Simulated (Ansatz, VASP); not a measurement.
**Ta: VASP beside Ansatz**

File POSCAR:

```
Ta
1.0
   -1.6185570613      1.6185570613      1.6185570613
    1.6185570613     -1.6185570613      1.6185570613
    1.6185570613      1.6185570613     -1.6185570613
Ta
1
Direct
    0.0000000000      0.0000000000      0.0000000000
```

INCAR.step1

```
PREC = Accurate ; ENCUT = 520
ISMEAR = 0 ; SIGMA = 0.1
LREAL = F ; LASPH = T
NELM = 80 ; NBANDS = 12
GGA = PE ; ALGO = Normal
EDIFF = 1E-4 ; LWAVE = T
LCHARG = F
```

File INCAR.step2:

```
PREC = Accurate ; ENCUT = 520
EDIFF = 1E-6 ; ISMEAR = 0
SIGMA = 0.1 ; LREAL = F
LASPH = T ; NELM = 80
ALGO = Normal ; ISIF = 2
LWAVE = F ; LCHARG = F
METAGGA = R2SCAN ; LMIXTAU = T
NBANDS = 12 ; ISTART = 1
```

File KPOINTS:

```
regular mesh
0
Gamma
  18 18 18
```

Input for Ansatz:

```yaml
crystal:
  lattice:
    - [-1.6185570613, 1.6185570613, 1.6185570613]
    - [1.6185570613, -1.6185570613, 1.6185570613]
    - [1.6185570613, 1.6185570613, -1.6185570613]
  atoms:
    - { symbol: Ta, position: [0.0, 0.0, 0.0] }
basis:
  ecutwfc: 500
kpoints:
  mp_grid: { grid: [18, 18, 18] }
hamiltonian:
  xc: r2scan
scf:
  occupations: { method: gaussian, width: 0.1 }
output:
  forces: true
  stress: true
  eigenvalues: true
```

Alike in both runs: task single point; functional r2SCAN; k mesh 18 × 18 × 18; occupations gaussian, width 0.1 eV; no spin polarisation.

```csv
,VASP,Ansatz
version,VASP 6.6.1,Ansatz 0.2.0
potentials or method,"VASP PAW PBE potentials, release 64 (Ta_pv)","scalar-relativistic, plane waves, PAW"
plane-wave cutoff (eV),520,500
valence electrons in the cell,11,13
```

|  | VASP | Ansatz | Ansatz less VASP |
| --- | --- | --- | --- |
| gap on the k mesh at the Fermi level (eV) | none | none | - |
| pressure (GPa) | 14.8 | 13.9 | -0.87 |

A gap of «none» marks a metal or a gap that the smearing closes. The two sets of potentials don't hold the same shells in valence.

Caveats: the PAW data sets were made with another functional, which shifts forces and pressure a little (VASP). Spin-orbit coupling is left out, which matters for the levels of Ta.
